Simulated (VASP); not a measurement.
# BP (F-43m) in VASP: a series of runs

One crystal, BP, is run at these levels: PBE; tasks: relaxation of the atoms.

All numbers are computed with VASP 6.6.1; they aren't measurements. Logs are shortened: lines on timing, memory, paths and dates and some standing lists are left out, and cuts for length are marked.

**1. The structure**

The structure is cubic, space group F-43m (No. 216). The conventional cell has a = 4.546 Å, b = 4.546 Å, c = 4.546 Å, α = 90.00°, β = 90.00°, γ = 90.00°. B (site symmetry -43m) is surrounded by 4 P at 1.97 Å. Around P (site symmetry -43m) lie 4 B at 1.97 Å.

**2. Relaxation of the atoms, PBE (a relaxed cell with its volume scaled by 0.98)**

Input file INCAR:

```
  ALGO = Fast
  EDIFF = 1E-7
  EDIFFG = -0.01
  ENCUT = 600
  GGA = PE
  IBRION = 2
  ISIF = 2
  ISMEAR = 0
  LASPH = True
  LCHARG = False
  LREAL = False
  LWAVE = False
  NELM = 80
  NSW = 40
  PREC = Accurate
  SIGMA = 0.03
```

Input file KPOINTS:

```
k-points
0
Gamma
  10 10 10
```

Input file POSCAR:

```
BP                                      
1.0
    0.0000000000      2.2578768267      2.2578768267
    2.2578768267      0.0000000000      2.2578768267
    2.2578768267      2.2578768267      0.0000000000
  B               P             
     1     1
Direct
     0.0000000000000000    0.0000000000000000    0.0000000000000000
     0.2500000000000000    0.2500000000000000    0.2500000000000000
```

Potentials or basis: VASP PAW PBE potentials, release 64 (B, P).

Launch:

```sh
$ cat potpaw_PBE.64/B/POTCAR potpaw_PBE.64/P/POTCAR > POTCAR
$ mpirun -np 1 vasp_std > vasp.out
```

OUTCAR:

```text
EDIFF = 1E-7
   EDIFFG = -0.01
   ENCUT = 600
   GGA = PE
   IBRION = 2
   ISIF = 2
   ISMEAR = 0
   LASPH = True
   LREAL = False
   NELM = 80
   NSW = 40
   PREC = Accurate

 ion  position               nearest neighbor table
   1  0.000  0.000  0.000-   2 1.96   2 1.96   2 1.96   2 1.96
   2  0.250  0.250  0.250-   1 1.96   1 1.96   1 1.96   1 1.96

  LATTYP: Found a face centered cubic cell.
 ALAT       =     4.5157536534

  Lattice vectors:

 A1 = (   0.0000000000,   2.2578768267,   2.2578768267)
 A2 = (   2.2578768267,   0.0000000000,   2.2578768267)
 A3 = (   2.2578768267,   2.2578768267,   0.0000000000)

Analysis of symmetry for initial positions (statically):
=====================================================================
 Subroutine PRICEL returns:
 Original cell was already a primitive cell.

 Routine SETGRP: Setting up the symmetry group for a
 face centered cubic supercell.

 Subroutine GETGRP returns: Found 24 space group operations
 (whereof 24 operations were pure point group operations)
 out of a pool of 48 trial point group operations.

The static configuration has the point symmetry T_d .

Analysis of symmetry for dynamics (positions and initial velocities):
=====================================================================
 Subroutine PRICEL returns:
 Original cell was already a primitive cell.

 Routine SETGRP: Setting up the symmetry group for a
 face centered cubic supercell.

 Subroutine GETGRP returns: Found 24 space group operations
 (whereof 24 operations were pure point group operations)
 out of a pool of 48 trial point group operations.

The dynamic configuration has the point symmetry T_d .

 Subroutine INISYM returns: Found 24 space group operations
 (whereof 24 operations are pure point group operations),
 and found     1 'primitive' translations

----------------------------------------------------------------------------------------

                                     Primitive cell

  volume of cell :      23.0213

  direct lattice vectors                    reciprocal lattice vectors
     0.000000000  2.257876827  2.257876827    -0.221446978  0.221446978  0.221446978
     2.257876827  0.000000000  2.257876827     0.221446978 -0.221446978  0.221446978
     2.257876827  2.257876827  0.000000000     0.221446978  0.221446978 -0.221446978

  length of vectors
     3.193120030  3.193120030  3.193120030     0.383557417  0.383557417  0.383557417

  position of ions in fractional coordinates (direct lattice)
     0.000000000  0.000000000  0.000000000
     0.250000000  0.250000000  0.250000000

  ion indices of the primitive-cell ions
   primitive index   ion index
                 1           1
                 2           2

----------------------------------------------------------------------------------------

 KPOINTS: k-points

Automatic generation of k-mesh.
 Grid dimensions read from file:
 generate k-points for:   10   10   10

 Generating k-lattice:

  Cartesian coordinates                     Fractional coordinates (reciprocal lattice)
    -0.022144698  0.022144698  0.022144698     0.100000000  0.000000000  0.000000000
     0.022144698 -0.022144698  0.022144698     0.000000000  0.100000000  0.000000000
     0.022144698  0.022144698 -0.022144698     0.000000000  0.000000000  0.100000000

  Length of vectors
     0.038355742  0.038355742  0.038355742

  Shift w.r.t. Gamma in fractional coordinates (k-lattice)
     0.000000000  0.000000000  0.000000000

 Subroutine IBZKPT returns following result:
 ===========================================

 Found     47 irreducible k-points:

 Following reciprocal coordinates:
            Coordinates               Weight
  0.000000  0.000000  0.000000      1.000000
  0.100000  0.000000  0.000000      8.000000
  0.200000  0.000000  0.000000      8.000000
  0.300000  0.000000  0.000000      8.000000
  0.400000  0.000000  0.000000      8.000000
  0.500000  0.000000  0.000000      4.000000
[... 16 lines left out ...]
  0.300000  0.300000  0.000000      6.000000
  0.400000  0.300000  0.000000     24.000000
 [... further k-points ...]
   k-points           NKPTS =     47   k-points in BZ     NKDIM =     47   number of bands    NBANDS=      8
   number of dos      NEDOS =    301   number of ions     NIONS =      2
   total plane-waves  NPLWV =  21952
   dimension x,y,z NGX =    28 NGY =   28 NGZ =   28
   dimension x,y,z NGXF=    56 NGYF=   56 NGZF=   56
   ions per type =               1   1
   NGX,Y,Z   is equivalent  to a cutoff of  14.58, 14.58, 14.58 a.u.
   NGXF,Y,Z  is equivalent  to a cutoff of  29.16, 29.16, 29.16 a.u.
 SYSTEM =  unknown system
   PREC   = accura    normal or accurate (medium, high low for compatibility)
   ISTART =      0    job   : 0-new  1-cont  2-samecut
   ICHARG =      2    charge: 1-file 2-atom 10-const
   ISPIN  =      1    spin polarized calculation?
   LNONCOLLINEAR =      F non collinear calculations
   LSORBIT =      F    spin-orbit coupling
[... 33 lines left out ...]
   LRPA    =     F    only Hartree local field effects (RPA)
 conjugate gradient relaxation of ions
 non-spin polarized calculation
 RMM-DIIS sequential band-by-band and
 Gauss-broadening in eV      SIGMA  =   0.03
  energy-cutoff  :      600.00
  volume of cell :       23.02
 maximum number of plane-waves:       785
 NGX is ok and might be reduce to    28
   NGX = 13   NGY = 13   NGZ = 13

 number of electron       8.0000000 magnetization

 Free energy of the ion-electron system (eV)
  ---------------------------------------------------
  ext. energy  EPLUGINS =         0.00000000
  ---------------------------------------------------
  free energy    TOTEN  =       -12.92740044 eV

  energy without entropy =      -12.92740044  energy(sigma->0) =      -12.92740044

 E-fermi :   7.7828     XC(G=0): -10.9708

 val. band max:        7.6077192724   @ k =   0.0000   0.0000   0.0000
 cond. band min:       8.8268876984   @ k =   0.4000   0.4000   0.0000
 fundamental gap:      1.2191684260
 Fermi energy:         7.7827576411

 k-point     1 :       0.0000    0.0000    0.0000
  band No.  band energies     occupation
      1      -7.9844      2.00000
      2       7.6077      2.00000
      3       7.6077      2.00000
      4       7.6077      2.00000
      5      11.0305      0.00000
      6      11.0305      0.00000
      7      11.0305      0.00000
      8      15.2080      0.00000

 k-point     2 :       0.1000    0.0000    0.0000
  band No.  band energies     occupation
      1      -7.8021      2.00000
      2       6.2950      2.00000
      3       7.3090      2.00000
      4       7.3090      2.00000
      5      11.4441      0.00000
      6      11.4441      0.00000
      7      11.4819      0.00000
      8      15.7135      0.00000

 k-point     3 :       0.2000    0.0000    0.0000
  band No.  band energies     occupation
      1      -7.2617      2.00000
      2       3.9316      2.00000
      3       6.7437      2.00000
      4       6.7437      2.00000
      5      11.7057      0.00000
      6      12.1695      0.00000
      7      12.1695      0.00000
      8      16.8426      0.00000

 k-point     4 :       0.3000    0.0000    0.0000
  band No.  band energies     occupation
      1      -6.3928      2.00000
      2       1.5468      2.00000
      3       6.2500      2.00000
      4       6.2500      2.00000
      5      11.6278      0.00000
      6      12.4912      0.00000
      7      12.4912      0.00000
      8      17.6916      0.00000

 k-point     5 :       0.4000    0.0000    0.0000
  band No.  band energies     occupation
      1      -5.3074      2.00000
      2      -0.5008      2.00000
      3       5.9375      2.00000
      4       5.9375      2.00000
      5      11.5202      0.00000
      6      12.4103      0.00000
      7      12.4103      0.00000
      8      17.8330      0.00000
[... 177 lines left out ...]
 k-point    22 :      -0.2000    0.2000    0.0000
  band No.  band energies     occupation
      1      -6.0976      2.00000
      2       2.3238      2.00000
      3       3.3785      2.00000
      4       6.3518      2.00000
      5      12.1191      0.00000
      6      12.9633      0.00000
      7      14.0597      0.00000
      8      16.0507      0.00000

 k-point    23 :       0.3000    0.3000    0.0000
  band No.  band energies     occupation
      1      -5.8429      2.00000
      2       2.7610      2.00000
      3       4.3440      2.00000
      4       4.3440      2.00000
      5       9.1209      0.00000
      6      11.5111      0.00000
      7      16.5660      0.00000
      8      16.5660      0.00000

 k-point    24 :       0.4000    0.3000    0.0000
  band No.  band energies     occupation
      1      -5.0059      2.00000
      2       1.4158      2.00000
      3       3.5042      2.00000
      4       4.0462      2.00000
      5       9.4078      0.00000
      6      11.2267      0.00000
      7      17.1889      0.00000
      8      17.1962      0.00000

 [... further k-points ...]

------------------------ aborting loop because EDIFF is reached ----------------------------------------

  FORCE on cell =-STRESS in cart. coord.  units (eV):
  Direction    XX          YY          ZZ          XY          YZ          ZX
  --------------------------------------------------------------------------------------
  -------------------------------------------------------------------------------------
  Total        0.4893559      0.4893559      0.4893559      0.0000000      0.0000000     -0.0000000
  in kB       34.0568645     34.0568645     34.0568645      0.0000000      0.0000000     -0.0000000
  external PRESSURE =      34.0568645 kB  Pullay stress =       0.0000000 kB

 VOLUME and BASIS-vectors are now :
 -----------------------------------------------------------------------------
  energy-cutoff  :      600.00
  volume of cell :       23.02
      direct lattice vectors                 reciprocal lattice vectors
     0.000000000  2.257876827  2.257876827    -0.221446978  0.221446978  0.221446978
     2.257876827  0.000000000  2.257876827     0.221446978 -0.221446978  0.221446978
     2.257876827  2.257876827  0.000000000     0.221446978  0.221446978 -0.221446978

 POSITION                                       TOTAL-FORCE (eV/Angst)
 -----------------------------------------------------------------------------------
      0.00000      0.00000      0.00000        -0.000000     -0.000000     -0.000000
      1.12894      1.12894      1.12894         0.000000      0.000000      0.000000
 -----------------------------------------------------------------------------------
    total drift:                               -0.000000     -0.000000      0.000000

  FREE ENERGIE OF THE ION-ELECTRON SYSTEM (eV)
  ---------------------------------------------------
  free  energy   TOTEN  =       -12.9274004360 eV

  energy  without entropy=      -12.9274004360  energy(sigma->0) =      -12.92740044

 reached required accuracy - stopping structural energy minimisation
```

Run time: 6.9 s. Hardware: 1 thread of Intel Xeon 6975P-C (Granite Rapids), shared host; peak memory 0.15 GiB.

Results:

```yaml
Free_energy: -12.9274 eV
Pressure_after_relaxing: 3.4 GPa
Band_gap_on_the_k_mesh: 1.22 eV, indirect (least direct gap 3.42 eV)
```

Final structure:
```
B P
1.0
     0.00000    2.25788    2.25788
     2.25788    0.00000    2.25788
     2.25788    2.25788    0.00000
B P
1 1
Cartesian
  0.0000 0.0000 0.0000
  1.1289 1.1289 1.1289
```

Caveat: the relaxation stopped at its first step, so nothing moved. A k mesh can miss the band edges.

**3. Relaxation of the atoms, PBE**

INCAR is that of step 2.

KPOINTS is that of step 2.

Input file POSCAR:

```
BP                                      
1.0
    0.0000000000      2.2731332140      2.2731332140
    2.2731332140      0.0000000000      2.2731332140
    2.2731332140      2.2731332140      0.0000000000
  B               P             
     1     1
Direct
     0.0000000000000000    0.0000000000000000    0.0000000000000000
     0.2500000000000000    0.2500000000000000    0.2500000000000000
```

Potentials or basis: VASP PAW PBE potentials, release 64 (B, P).

Launch:

```sh
$ cat potpaw_PBE.64/B/POTCAR potpaw_PBE.64/P/POTCAR > POTCAR
$ mpirun -np 1 vasp_std > vasp.out
```

Run time: 6.9 s. Hardware: 1 thread of Intel Xeon 6975P-C (Granite Rapids), shared host; peak memory 0.15 GiB.

The run converged. Its results:

| Property | Result |
| --- | --- |
| Free energy | -12.9325 eV |
| Pressure after relaxing | 0.0 GPa |
| Band gap on the k mesh | 1.25 eV, indirect (least direct gap 3.39 eV) |

Final structure:
```
B P
1.0
     0.00000    2.27313    2.27313
     2.27313    0.00000    2.27313
     2.27313    2.27313    0.00000
B P
1 1
Direct
  0.00000 0.00000 0.00000
  0.25000 0.25000 0.25000
```

Levels at points of the mesh, in eV from the valence-band top:
| k point | band 1 | band 2 | band 3 | band 4 | band 5 | band 6 | band 7 | band 8 |
| --- | --- | --- | --- | --- | --- | --- | --- | --- |
| (0.00, 0.00, 0.00) | -15.41 | 0.00 | 0.00 | 0.00 | 3.39 | 3.39 | 3.39 | 7.29 |
| (0.50, 0.00, 0.00) | -12.11 | -8.99 | -1.75 | -1.75 | 3.75 | 4.71 | 4.71 | 10.11 |
| (0.50, 0.50, 0.00) | -10.59 | -8.55 | -4.09 | -4.09 | 1.34 | 1.66 | 12.07 | 12.07 |

Caveat: the relaxation stopped at its first step, so nothing moved.

**4. Relaxation of the atoms, PBE (a relaxed cell with its volume scaled by 1.02)**

INCAR is that of step 3.

KPOINTS is that of step 3.

Input file POSCAR:

```
BP                                      
1.0
    0.0000000000      2.2881875151      2.2881875151
    2.2881875151      0.0000000000      2.2881875151
    2.2881875151      2.2881875151      0.0000000000
  B               P             
     1     1
Direct
     0.0000000000000000    0.0000000000000000    0.0000000000000000
     0.2500000000000000    0.2500000000000000    0.2500000000000000
```

Launch:

```sh
$ cat potpaw_PBE.64/B/POTCAR potpaw_PBE.64/P/POTCAR > POTCAR
$ mpirun -np 1 vasp_std > vasp.out
```

It took 7.1 s on 1 thread of Intel Xeon 6975P-C (Granite Rapids), shared host; peak memory 0.15 GiB.

Results (log left out):

```yaml
Free_energy: -12.9280 eV
Pressure_after_relaxing: -3.1 GPa
Band_gap_on_the_k_mesh: 1.27 eV, indirect (least direct gap 3.36 eV)
```

Final structure:
```
B P
1.0
     0.00000    2.28819    2.28819
     2.28819    0.00000    2.28819
     2.28819    2.28819    0.00000
B P
1 1
Cartesian
  0.0000 0.0000 0.0000
  1.1441 1.1441 1.1441
```

Levels at points of the mesh, in eV from the valence-band top:
| k point | band 1 | band 2 | band 3 | band 4 | band 5 | band 6 | band 7 | band 8 |
| --- | --- | --- | --- | --- | --- | --- | --- | --- |
| (0.00, 0.00, 0.00) | -15.24 | 0.00 | 0.00 | 0.00 | 3.36 | 3.36 | 3.36 | 6.99 |
| (0.50, 0.00, 0.00) | -12.01 | -8.85 | -1.73 | -1.73 | 3.63 | 4.70 | 4.70 | 10.04 |
| (0.50, 0.50, 0.00) | -10.51 | -8.45 | -4.02 | -4.02 | 1.38 | 1.68 | 11.89 | 11.89 |

Caveat: the relaxation stopped at its first step, so nothing moved. A k mesh can miss the band edges.

**5. Relaxation of the atoms, PBE (a relaxed cell with its volume scaled by 1.04)**

INCAR is that of step 4.

KPOINTS is that of step 4.

Input file POSCAR:

```
BP                                      
1.0
    0.0000000000      2.3030462919      2.3030462919
    2.3030462919      0.0000000000      2.3030462919
    2.3030462919      2.3030462919      0.0000000000
  B               P             
     1     1
Direct
     0.0000000000000000    0.0000000000000000    0.0000000000000000
     0.2500000000000000    0.2500000000000000    0.2500000000000000
```

Launch:

```sh
$ cat potpaw_PBE.64/B/POTCAR potpaw_PBE.64/P/POTCAR > POTCAR
$ mpirun -np 1 vasp_std > vasp.out
```

Run time: 6.9 s. Hardware: 1 thread of Intel Xeon 6975P-C (Granite Rapids), shared host; peak memory 0.15 GiB.

Results (log left out):

| Quantity | Value |
| --- | --- |
| Free energy | -12.9149 eV |
| Pressure after relaxing | -5.9 GPa |
| Band gap on the k mesh | 1.30 eV, indirect (least direct gap 3.34 eV) |

Final structure:
```
B P
1.0
     0.00000    2.30305    2.30305
     2.30305    0.00000    2.30305
     2.30305    2.30305    0.00000
B P
1 1
Direct
  0.00000 0.00000 0.00000
  0.25000 0.25000 0.25000
```

Levels at points of the mesh, in eV from the valence-band top:
```
           k point  band 1  band 2  band 3  band 4  band 5  band 6  band 7  band 8
(0.00, 0.00, 0.00)  -15.07    0.00    0.00    0.00    3.34    3.34    3.34    6.70
(0.50, 0.00, 0.00)  -11.91   -8.72   -1.70   -1.70    3.52    4.68    4.68    9.97
(0.50, 0.50, 0.00)  -10.45   -8.35   -3.95   -3.95    1.42    1.70   11.71   11.71
```

Caveat: the relaxation stopped at its first step, so nothing moved.

**6. Relaxation of the atoms, PBE (a relaxed cell with its volume scaled by 1.06)**

INCAR is that of step 5.

KPOINTS is that of step 5.

Input file POSCAR:

```
BP                                      
1.0
    0.0000000000      2.3177157721      2.3177157721
    2.3177157721      0.0000000000      2.3177157721
    2.3177157721      2.3177157721      0.0000000000
  B               P             
     1     1
Direct
     0.0000000000000000    0.0000000000000000    0.0000000000000000
     0.2500000000000000    0.2500000000000000    0.2500000000000000
```

Potentials or basis: VASP PAW PBE potentials, release 64 (B, P).

Launch:

```sh
$ cat potpaw_PBE.64/B/POTCAR potpaw_PBE.64/P/POTCAR > POTCAR
$ mpirun -np 1 vasp_std > vasp.out
```

Run time: 6.9 s. Hardware: 1 thread of Intel Xeon 6975P-C (Granite Rapids), shared host; peak memory 0.14 GiB.

The run converged. Its results:

| Item | Value |
| --- | --- |
| Free energy | -12.8940 eV |
| Pressure after relaxing | -8.4 GPa |
| Band gap on the k mesh | 1.32 eV, indirect (least direct gap 3.31 eV) |

Final structure:
```yaml
crystal:
  lattice:
    - [0.00000, 2.31772, 2.31772]
    - [2.31772, 0.00000, 2.31772]
    - [2.31772, 2.31772, 0.00000]
  atoms:
    - { symbol: B, position: [0.00000, 0.00000, 0.00000] }
    - { symbol: P, position: [0.25000, 0.25000, 0.25000] }
```

Levels at points of the mesh, in eV from the valence-band top:
```csv
k point,band 2,band 3,band 4,band 5,band 6,band 7
"(0.00, 0.00, 0.00)",0.00,0.00,0.00,3.31,3.31,3.31
"(0.50, 0.00, 0.00)",-8.59,-1.68,-1.68,3.41,4.67,4.67
"(0.50, 0.50, 0.00)",-8.26,-3.89,-3.89,1.45,1.72,11.53
```

Caveat: the relaxation stopped at its first step, so nothing moved. A k mesh can miss the band edges.

**7. The runs side by side**

| cell | gap on the mesh (eV) | pressure (GPa) |
| --- | --- | --- |
| atoms relaxed from: a relaxed cell with its volume scaled by 0.98 | 1.22 | 3.4 |
| atoms relaxed | 1.25 | 0.0 |
| atoms relaxed from: a relaxed cell with its volume scaled by 1.02 | 1.27 | -3.1 |
| atoms relaxed from: a relaxed cell with its volume scaled by 1.04 | 1.30 | -5.9 |
| atoms relaxed from: a relaxed cell with its volume scaled by 1.06 | 1.32 | -8.4 |

Alike in all rows: task relaxation of the atoms; level PBE; potentials or basis VASP PAW PBE potentials, release 64 (B, P); no spin polarisation; k mesh 10 × 10 × 10; cutoff (eV) 600; smearing gaussian 0.03 eV.

Caveats: the relaxation stopped at its first step, so nothing moved.

Total energies depend on the potentials used, so only differences within one code and one set of settings carry meaning.
